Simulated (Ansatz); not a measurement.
BaO, rock salt type; equations of state without spin from Ansatz PAW hard set, 700 eV.

PBE (k-mesh 17³, smearing 0.061 eV) gives V₀ = 21.643 Å³/atom and B₀ = 69 GPa.

Problem. What does r²SCAN give (700 eV, k-mesh 11³, smearing 0.1 eV)?

Solution. V₀ = 21.303 Å³/atom (-1.6 %) and B₀ = 76 GPa (+9 %).

Potentials made with PBE were used with another functional (at least in: Ansatz PAW hard set, 700 eV (r²SCAN)).
